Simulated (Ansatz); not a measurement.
# TePb (Pm-3m) in Ansatz: notebook

Aim: see how the results for TePb move with the level of theory and the settings. Levels: PBE, PBE+D3(BJ), PBE+D4. Tasks: single point, relaxation of cell and atoms.

All numbers are computed with Ansatz 0.2.0; they aren't measurements. Logs are shortened: lines on timing, memory, paths and dates and some standing lists are left out, and cuts for length are marked.

### Step 1. The structure

Symmetry: Pm-3m, No. 221, cubic system. Conventional cell: a = 4.002 Å, b = 4.002 Å, c = 4.002 Å, α = 90.00°, β = 90.00°, γ = 90.00°. Pb (site symmetry m-3m) has 8 Te at 3.47 Å as nearest neighbours. Around Te (site symmetry m-3m) lie 8 Pb at 3.47 Å.

Measurements of this composition are mostly on another form, of space group No. 225.

### Step 2. Single point, PBE

The input, input.yaml:

```yaml
crystal:
  lattice:
    - [4.002287, 0.0, 0.0]
    - [0.0, 4.002287, 0.0]
    - [0.0, 0.0, 4.002287]
  atoms:
    - { symbol: Pb, position: [0.0, 0.0, 0.0] }
    - { symbol: Te, position: [0.5, 0.5, 0.5] }
hamiltonian:
  xc: pbe
  pseudopotentials: { kind: paw }
kpoints:
  mp_grid: { grid: [7, 7, 7] }
scf:
  occupations: { method: gaussian, width: 0.026 }
output:
  forces: true
  stress: true
  eigenvalues: true
```

Potentials or basis: Ansatz PAW.

Started as:

```bash
ansatz run input.yaml --threads 2 --pin off --max-ram 5632MiB --backend cpu --events-out ev --progress --plain --runs-dir out
```

The log of the run:

```text
Warning: RAYON_NUM_THREADS=2 ignored (pool sized by the plan → 2); use --threads N
Engine: ansatz 0.2.0, x86_64-unknown-linux-gnu
Pseudopotentials: kind: paw
Pseudopotential: Pb, paw, valence charge 14, recommended cutoff 420 eV (normal), Pb.paw.azcp
Pseudopotential: Te, paw, valence charge 16, recommended cutoff 420 eV (normal), Te.paw.azcp
Functional definition: PBE
  parameter kappa = 0.804
  parameter beta = 0.06672455060314922
  exchange = pbe_x(kappa = kappa, mu = beta*pi^2/3)
  correlation = pbe_c(beta = beta)
Crystal: 2 atoms, lattice volume = 64.110 Å³
Basis set: ecut = 420 eV, 1237 PW (Γ), exchange–correlation on 54×54×54 points (8 copies of the dense FFT grid, shifted against one another)
Bands: 19, of which v1, the nominal top of the filled ones, is band 15 counted from 1 (14 counted from 0)
Symmetry: 48 space group operations
Space group: Pm-3m (ITA 221), of the structure as read, at distance tolerance 4.0e-5 Å
k-points: 20 of 343
Non-local potential: Pb, projectors of the file, l = 0: 2, l = 1: 2, l = 2: 2, l = 3: 2
Non-local potential: Te, projectors of the file, l = 0: 2, l = 1: 2, l = 2: 2, l = 3: 2
PAW form: soft (Blöchl's): semilocal exchange-correlation on the pseudo side does not see the compensation charge
PAW one-centre angular grid: Pb, 590 points (default); XC on 64 Gauss nodes
PAW one-centre angular grid: Te, 590 points (default); XC on 64 Gauss nodes
Initial density: superposition of atomic densities (neutral atoms: chi_scale 0, normalization atom), corrected by the library's trained network
Initial wavefunctions: pseudopotential atomic-orbital guess
Functional: x = pbe(κ = 0.804, μ = 0.2195149727645171), c = pbe(β = 0.06672455060314922)
SCF iter   1: F=—  HF=-18886.717393 eV  |F-HF|=—  |Δ(HF+E_count)|=         —  Δρ=9.58e-4  dr2=1.10e-3  ethr=1.77e-3  ⟨swp⟩=6.8  Hψ=1987  notcnv=0
preconditioner: auto → Kerker (q_TF=auto, 2.404 Å⁻¹)  [metal: Δε(μ)=0.024 eV  Ē_g=14.680 eV  σ=0.026 eV  W_gap=0.48  n_scr=18 (ndim 8)  ℏωp=20.7 eV  f_vac=0.000  D(μ)=4.78/eV (n_scr^D=56)]
SCF iter   2: F=—  HF=-18886.715922 eV  |F-HF|=—  |Δ(HF+E_count)|=   1.47e-3  Δρ=5.89e-4  dr2=3.32e-4  ethr=3.66e-6  ⟨swp⟩=2.5  Hψ=865  notcnv=0
SCF iter   3: F=—  HF=-18886.716018 eV  |F-HF|=—  |Δ(HF+E_count)|=   9.63e-5  Δρ=1.83e-4  dr2=3.02e-5  ethr=1.11e-6  ⟨swp⟩=2.4  Hψ=580  notcnv=0
SCF iter   4: F=—  HF=-18886.716073 eV  |F-HF|=—  |Δ(HF+E_count)|=   5.52e-5  Δρ=9.12e-5  dr2=3.15e-6  ethr=1.01e-7  ⟨swp⟩=2.0  Hψ=447  notcnv=0
SCF iter   5: F=—  HF=-18886.716076 eV  |F-HF|=—  |Δ(HF+E_count)|=   2.58e-6  Δρ=2.99e-5  dr2=7.22e-7  ethr=1.05e-8  ⟨swp⟩=2.0  Hψ=681  notcnv=0
SCF iter   6: F=-18886.716076 eV  HF=-18886.716076 eV  |F-HF|=6.32e-8  |Δ(HF+E_count)|=   1.66e-8  Δρ=8.61e-6  dr2=6.77e-8  ethr=3.33e-10  ⟨swp⟩=3.9  Hψ=1908  notcnv=0
SCF 1 converged in 6 iterations: F = -18886.716076 eV  dr2 = 6.77e-8
SCF converged after 6 iterations
Free energy (F): -18886.716076 eV
Harris-Foulkes:  -18886.716076 eV  (|F-HF|=6.32e-8)
Internal energy: -18886.714200 eV  (E = F + TS)
E sigma→0 (E₀):  -18886.715138 eV
Entropy (-TS):   -0.001876 eV (-0.938 meV/atom)
Fermi energy:    9.639378 eV
--- Per-component energies (eV) ---
  E_band       = -294.797622
  E_kinetic    = 466.975922
  E_local      = -2204.193366  (includes V_loc(G=0)·N_el)
  E_nonlocal   = 39.531246
  E_hartree    = 1175.389340
  E_xc         = -345.031483
  E_vxc        = -236.383483  (∫ρ·V_xc dr)
  E_paw        = -15066.040666  (= ΣΔE_a)
  E_vpaw       = -711.522621  (= ΣTr[D̂ρ^β])
  E_aug_tail   = -0.000127  (compensation charges beyond the density's cutoff)
  E_ewald      = -2953.345067
  E_smearing   = -0.001876  (= −TS)
  E_closure    = 0.000000  (closes the sum)
  Σ components = -18886.716076   (vs F -18886.716076, Δ=0.00e0)
--- Forces (eV/Å), atoms counted from 1 ---
  atom   1  Pb     0.00000000    -0.00000000     0.00000000
  atom   2  Te     0.00000000    -0.00000000     0.00000000
  max |Σ_I F_I| component: 4.21e-30 eV/Å
--- Stress (GPa, compression-positive) ---
        0.091654       0.000000       0.000000
        0.000000       0.091654       0.000000
        0.000000       0.000000       0.091654
  P = ⅓ Tr σ = 0.0917 GPa (0.917 kbar)
--- Band table (eV; the first three rows and the last of 20) ---
  k-point 0: bands = ["-26.6484", "-26.6484", "-26.6464", "-26.6464", "-26.6464", "-7.5530", "-7.5530", "-7.4699", "-7.4699", "-7.4699", "-2.5265", "2.8538", "8.0661", "8.0661", "8.0661", "13.6521", "13.6521", "14.8639", "14.8639"]
  k-point 1: bands = ["-26.6484", "-26.6477", "-26.6466", "-26.6466", "-26.6464", "-7.5524", "-7.5401", "-7.4747", "-7.4747", "-7.4696", "-2.3645", "2.5210", "7.9354", "8.2474", "8.2474", "13.5187", "13.7999", "14.3530", "14.3530"]
  k-point 2: bands = ["-26.6484", "-26.6470", "-26.6470", "-26.6464", "-26.6460", "-7.5510", "-7.5110", "-7.4854", "-7.4854", "-7.4689", "-1.9050", "1.6610", "8.0293", "8.7505", "8.7505", "11.7384", "13.1922", "13.1922", "14.2320"]
  k-point 19: bands = ["-26.6481", "-26.6481", "-26.6481", "-26.6428", "-26.6428", "-7.5218", "-7.5200", "-7.5200", "-7.4467", "-7.4467", "-0.1459", "2.3098", "6.7128", "7.0013", "7.0013", "9.0125", "9.0125", "9.7817", "21.4904"]
```

It took 0.89 s on 2 threads of Intel Xeon at 2.70GHz, shared host; peak memory 0.35 GiB.

What came out:

```yaml
Free_energy: -18886.7161 eV
Pressure: 0.1 GPa
Band_gap_on_the_k_mesh: none (metal or under the smearing width)
```

Levels at points of the mesh, in eV from the Fermi level:
```
           k point  band 12  band 13  band 14  band 15  band 16  band 17  band 18  band 19
(0.00, 0.00, 0.00)    -6.79    -1.57    -1.57    -1.57     4.01     4.01     5.22     5.22
```

Spin-orbit coupling is left out, which matters for the levels of Pb, Te.

### Step 3. Single point, PBE

input.yaml, as its differences from that of step 2:

```diff
@@ -14,3 +14,3 @@
 scf:
-  occupations: { method: gaussian, width: 0.026 }
+  occupations: { method: gaussian, width: 0.027 }
 output:
```

Potentials or basis: Ansatz PAW.

Started as:

```bash
ansatz run input.yaml --threads 2 --pin off --max-ram 5632MiB --backend cpu --events-out ev --progress --plain --runs-dir out
```

The log of the run:

```text
Warning: RAYON_NUM_THREADS=2 ignored (pool sized by the plan → 2); use --threads N
Engine: ansatz 0.2.0, x86_64-unknown-linux-gnu
Pseudopotentials: kind: paw
Pseudopotential: Pb, paw, valence charge 14, recommended cutoff 420 eV (normal), Pb.paw.azcp
Pseudopotential: Te, paw, valence charge 16, recommended cutoff 420 eV (normal), Te.paw.azcp
Functional definition: PBE
  parameter kappa = 0.804
  parameter beta = 0.06672455060314922
  exchange = pbe_x(kappa = kappa, mu = beta*pi^2/3)
  correlation = pbe_c(beta = beta)
Crystal: 2 atoms, lattice volume = 64.110 Å³
Basis set: ecut = 420 eV, 1237 PW (Γ), exchange–correlation on 54×54×54 points (8 copies of the dense FFT grid, shifted against one another)
[... 32 lines left out ...]
  E_nonlocal   = 39.531063
  E_hartree    = 1175.386898
  E_xc         = -345.031146
  E_vxc        = -236.383060  (∫ρ·V_xc dr)
  E_paw        = -15066.040831  (= ΣΔE_a)
  E_vpaw       = -711.522999  (= ΣTr[D̂ρ^β])
  E_aug_tail   = -0.000127  (compensation charges beyond the density's cutoff)
  E_ewald      = -2953.345067
  E_smearing   = -0.001953  (= −TS)
  E_closure    = -0.000000  (closes the sum)
  Σ components = -18886.716148   (vs F -18886.716148, Δ=0.00e0)
--- Forces (eV/Å), atoms counted from 1 ---
  atom   1  Pb     0.00000000     0.00000000    -0.00000000
  atom   2  Te     0.00000000    -0.00000000    -0.00000000
  max |Σ_I F_I| component: 1.33e-29 eV/Å
--- Stress (GPa, compression-positive) ---
        0.090382       0.000000       0.000000
        0.000000       0.090382       0.000000
        0.000000       0.000000       0.090382
  P = ⅓ Tr σ = 0.0904 GPa (0.904 kbar)
--- Band table (eV; the first three rows and the last of 20) ---
  k-point 0: bands = ["-26.6489", "-26.6489", "-26.6469", "-26.6469", "-26.6469", "-7.5528", "-7.5528", "-7.4696", "-7.4696", "-7.4696", "-2.5266", "2.8538", "8.0660", "8.0660", "8.0660", "13.6520", "13.6520", "14.8639", "14.8639"]
  k-point 1: bands = ["-26.6489", "-26.6482", "-26.6471", "-26.6471", "-26.6469", "-7.5521", "-7.5398", "-7.4745", "-7.4745", "-7.4693", "-2.3646", "2.5210", "7.9353", "8.2473", "8.2473", "13.5186", "13.7999", "14.3530", "14.3530"]
  k-point 2: bands = ["-26.6489", "-26.6474", "-26.6474", "-26.6468", "-26.6465", "-7.5507", "-7.5107", "-7.4852", "-7.4852", "-7.4686", "-1.9052", "1.6611", "8.0293", "8.7503", "8.7503", "11.7384", "13.1922", "13.1922", "14.2319"]
  k-point 19: bands = ["-26.6486", "-26.6486", "-26.6486", "-26.6432", "-26.6432", "-7.5215", "-7.5198", "-7.5198", "-7.4464", "-7.4464", "-0.1463", "2.3100", "6.7126", "7.0012", "7.0012", "9.0125", "9.0125", "9.7817", "21.4903"]
```

Wall time 1.1 s (2 threads of Intel Xeon at 2.70GHz, shared host); peak memory 0.35 GiB.

What came out:

| Property | Result |
| --- | --- |
| Free energy | -18886.7161 eV |
| Pressure | 0.1 GPa |
| Band gap on the k mesh | none (metal or under the smearing width) |

### Step 4. Single point, PBE

input.yaml, as its differences from that of step 3:

```diff
@@ -14,3 +14,3 @@
 scf:
-  occupations: { method: gaussian, width: 0.027 }
+  occupations: { method: gaussian, width: 0.028 }
 output:
```

Potentials or basis: Ansatz PAW.

Started as:

```bash
ansatz run input.yaml --threads 2 --pin off --max-ram 5632MiB --backend cpu --events-out ev --progress --plain --runs-dir out
```

The log of the run:

```text
Warning: RAYON_NUM_THREADS=2 ignored (pool sized by the plan → 2); use --threads N
Engine: ansatz 0.2.0, x86_64-unknown-linux-gnu
Pseudopotentials: kind: paw
Pseudopotential: Pb, paw, valence charge 14, recommended cutoff 420 eV (normal), Pb.paw.azcp
Pseudopotential: Te, paw, valence charge 16, recommended cutoff 420 eV (normal), Te.paw.azcp
Functional definition: PBE
  parameter kappa = 0.804
  parameter beta = 0.06672455060314922
  exchange = pbe_x(kappa = kappa, mu = beta*pi^2/3)
  correlation = pbe_c(beta = beta)
Crystal: 2 atoms, lattice volume = 64.110 Å³
Basis set: ecut = 420 eV, 1237 PW (Γ), exchange–correlation on 54×54×54 points (8 copies of the dense FFT grid, shifted against one another)
Bands: 19, of which v1, the nominal top of the filled ones, is band 15 counted from 1 (14 counted from 0)
Symmetry: 48 space group operations
Space group: Pm-3m (ITA 221), of the structure as read, at distance tolerance 4.0e-5 Å
k-points: 20 of 343
Non-local potential: Pb, projectors of the file, l = 0: 2, l = 1: 2, l = 2: 2, l = 3: 2
Non-local potential: Te, projectors of the file, l = 0: 2, l = 1: 2, l = 2: 2, l = 3: 2
PAW form: soft (Blöchl's): semilocal exchange-correlation on the pseudo side does not see the compensation charge
PAW one-centre angular grid: Pb, 590 points (default); XC on 64 Gauss nodes
PAW one-centre angular grid: Te, 590 points (default); XC on 64 Gauss nodes
Initial density: superposition of atomic densities (neutral atoms: chi_scale 0, normalization atom), corrected by the library's trained network
Initial wavefunctions: pseudopotential atomic-orbital guess
Functional: x = pbe(κ = 0.804, μ = 0.2195149727645171), c = pbe(β = 0.06672455060314922)
SCF iter   1: F=—  HF=-18886.717519 eV  |F-HF|=—  |Δ(HF+E_count)|=         —  Δρ=9.22e-4  dr2=9.52e-4  ethr=1.77e-3  ⟨swp⟩=6.8  Hψ=1982  notcnv=0
preconditioner: auto → Kerker (q_TF=auto, 2.404 Å⁻¹)  [metal: Δε(μ)=0.024 eV  Ē_g=14.680 eV  σ=0.028 eV  W_gap=0.45  n_scr=18 (ndim 8)  ℏωp=20.7 eV  f_vac=0.000  D(μ)=4.57/eV (n_scr^D=56)]
SCF iter   2: F=—  HF=-18886.716063 eV  |F-HF|=—  |Δ(HF+E_count)|=   1.46e-3  Δρ=5.71e-4  dr2=2.90e-4  ethr=3.17e-6  ⟨swp⟩=2.6  Hψ=874  notcnv=0
SCF iter   3: F=—  HF=-18886.716163 eV  |F-HF|=—  |Δ(HF+E_count)|=   1.00e-4  Δρ=1.83e-4  dr2=2.99e-5  ethr=9.66e-7  ⟨swp⟩=2.5  Hψ=584  notcnv=0
SCF iter   4: F=—  HF=-18886.716218 eV  |F-HF|=—  |Δ(HF+E_count)|=   5.53e-5  Δρ=8.81e-5  dr2=2.87e-6  ethr=9.98e-8  ⟨swp⟩=2.0  Hψ=448  notcnv=0
SCF iter   5: F=—  HF=-18886.716221 eV  |F-HF|=—  |Δ(HF+E_count)|=   2.31e-6  Δρ=2.79e-5  dr2=6.63e-7  ethr=9.56e-9  ⟨swp⟩=2.0  Hψ=681  notcnv=0
SCF iter   6: F=-18886.716221 eV  HF=-18886.716221 eV  |F-HF|=5.39e-8  |Δ(HF+E_count)|=   7.73e-9  Δρ=8.05e-6  dr2=5.90e-8  ethr=3.33e-10  ⟨swp⟩=4.0  Hψ=1892  notcnv=0
SCF 1 converged in 6 iterations: F = -18886.716221 eV  dr2 = 5.90e-8
SCF converged after 6 iterations
Free energy (F): -18886.716221 eV
Harris-Foulkes:  -18886.716221 eV  (|F-HF|=5.39e-8)
Internal energy: -18886.714191 eV  (E = F + TS)
E sigma→0 (E₀):  -18886.715206 eV
Entropy (-TS):   -0.002030 eV (-1.015 meV/atom)
Fermi energy:    9.638913 eV
--- Per-component energies (eV) ---
  E_band       = -294.803794
  E_kinetic    = 466.975008
  E_local      = -2204.187577  (includes V_loc(G=0)·N_el)
  E_nonlocal   = 39.530880
  E_hartree    = 1175.384499
  E_xc         = -345.030821
  E_vxc        = -236.382654  (∫ρ·V_xc dr)
  E_paw        = -15066.040985  (= ΣΔE_a)
  E_vpaw       = -711.523341  (= ΣTr[D̂ρ^β])
  E_aug_tail   = -0.000127  (compensation charges beyond the density's cutoff)
  E_ewald      = -2953.345067
  E_smearing   = -0.002030  (= −TS)
  E_closure    = 0.000000  (closes the sum)
  Σ components = -18886.716221   (vs F -18886.716221, Δ=0.00e0)
--- Forces (eV/Å), atoms counted from 1 ---
  atom   1  Pb     0.00000000     0.00000000    -0.00000000
  atom   2  Te    -0.00000000     0.00000000     0.00000000
  max |Σ_I F_I| component: 2.24e-30 eV/Å
--- Stress (GPa, compression-positive) ---
        0.089150       0.000000       0.000000
       -0.000000       0.089150      -0.000000
        0.000000      -0.000000       0.089150
  P = ⅓ Tr σ = 0.0892 GPa (0.892 kbar)
--- Band table (eV; the first three rows and the last of 20) ---
  k-point 0: bands = ["-26.6494", "-26.6494", "-26.6473", "-26.6473", "-26.6473", "-7.5525", "-7.5525", "-7.4694", "-7.4694", "-7.4694", "-2.5267", "2.8538", "8.0659", "8.0659", "8.0659", "13.6520", "13.6520", "14.8639", "14.8639"]
  k-point 1: bands = ["-26.6494", "-26.6486", "-26.6475", "-26.6475", "-26.6473", "-7.5519", "-7.5395", "-7.4742", "-7.4742", "-7.4691", "-2.3647", "2.5211", "7.9352", "8.2472", "8.2472", "13.5186", "13.7998", "14.3530", "14.3530"]
  k-point 2: bands = ["-26.6493", "-26.6479", "-26.6479", "-26.6473", "-26.6470", "-7.5504", "-7.5104", "-7.4849", "-7.4849", "-7.4684", "-1.9053", "1.6611", "8.0292", "8.7502", "8.7502", "11.7384", "13.1923", "13.1923", "14.2319"]
  k-point 19: bands = ["-26.6491", "-26.6491", "-26.6491", "-26.6437", "-26.6437", "-7.5213", "-7.5195", "-7.5195", "-7.4462", "-7.4462", "-0.1465", "2.3102", "6.7125", "7.0010", "7.0010", "9.0126", "9.0126", "9.7817", "21.4902"]
```

It took 1 s on 2 threads of Intel Xeon at 2.70GHz, shared host; peak memory 0.36 GiB.

What came out:

* Free energy: -18886.7162 eV
* Pressure: 0.1 GPa
* Band gap on the k mesh: none (metal or under the smearing width)

Levels at points of the mesh, in eV from the Fermi level:
```tsv
k point	band 12	band 13	band 14	band 15	band 16	band 17	band 18	band 19
(0.00, 0.00, 0.00)	-6.79	-1.57	-1.57	-1.57	4.01	4.01	5.23	5.23
```

[end of part 1 of 2]
